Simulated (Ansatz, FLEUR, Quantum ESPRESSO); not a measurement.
10 crystals, 3 set-ups of PBEsol: the bulk modulus

The same calculation (PBEsol, Γ-centred k mesh with a spacing near 0.25 Å⁻¹, Fermi-Dirac smearing of 0.05 eV, no spin-orbit coupling) was run on each cell with:

- A: Ansatz LAPW, all-electron LAPW, scalar-relativistic
- B: FLEUR, all-electron
- C: Quantum ESPRESSO, GBRV 1.5 PBEsol, cutoffs 612 to 762 eV

Moduli come from Birch-Murnaghan fits over scaled cells with fixed shape and fractions, which off cubic symmetry can lie above the relaxed values. Not every cell is the stable form of its formula. Spin polarisation and spin-orbit coupling are off unless named. Started with parallel moments: CoAl, Co.

```csv
crystal,A (GPa),B (GPa),C (GPa)
Pb (Fm-3m),49.21,49.18,49.22
CdSe (F-43m),52.10,51.92,52.07
"CdS (P6_3mc, 4 atoms)",61.17,61.16,61.01
"As (R-3m, 2 atoms)",76.74,76.73,77.39
CoAl (Pm-3m),193.28,193.30,194.29
"Co (P6_3/mmc, 4 atoms)",230.79,231.87,238.50
"TiB2 (P6/mmm, 3 atoms)",266.97,267.07,266.15
"BN (P6_3mc, 4 atoms)",386.08,385.47,385.15
"WC (P-6m2, 2 atoms)",409.75,409.54,412.35
C (Fd-3m),450.26,450.36,448.55
```

Against the mean of the all-electron results, the mean absolute deviation is C 0.64 %. The largest single deviation is +3.10 %, for Co in C. The figures use the values as printed. The all-electron reference has errors of its own basis, so a deviation may be partly its. Meshes of this size aren't converged for metals, which the comparison doesn't need. The functional is the same throughout, so these differences measure potentials, basis sets and numerical settings.
